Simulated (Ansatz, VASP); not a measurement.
**One calculation of PtSe2, two programs**

```
CELL_PARAMETERS angstrom
3.70680 0.00000 0.00000
-1.85340 3.21018 0.00000
0.00000 0.00000 28.96000
ATOMIC_POSITIONS crystal
Pt 0.00000 0.00000 0.32911
Se 0.33333 0.66667 0.37485
Se 0.66667 0.33333 0.28337
```

Alike in both runs: functional PBE; dispersion D3(BJ); k mesh 12 × 12 × 1; occupations gaussian, width 0.03 eV; no spin polarisation.

Ansatz relaxed the structure, and its values are those at the end. VASP's run is a single point on that final structure, the one shown.

|  | VASP | Ansatz |
| --- | --- | --- |
| version | VASP 6.6.1 | Ansatz 0.2.0 |
| potentials or method | VASP PAW PBE potentials, release 64 (Pt, Se) | scalar-relativistic, plane waves, PAW |
| plane-wave cutoff (eV) | 520 | 420 |
| valence electrons in the cell | 22 | 50 |

```csv
,VASP,Ansatz,Ansatz less VASP
gap on the k mesh at the Fermi level (eV),1.37,1.38,+0.011
least direct gap on the mesh (eV),1.66,1.67,+0.008
dispersion energy (meV/atom),-298.6,-298.6,+0.07
```

The two sets of potentials don't hold the same shells in valence. Ansatz warned: «slab_cell_height_set».

Caveats: spin-orbit coupling is left out, which moves the levels of the heavy elements. Expect the measured gap to be larger: semilocal functionals such as PBE lack the derivative discontinuity.
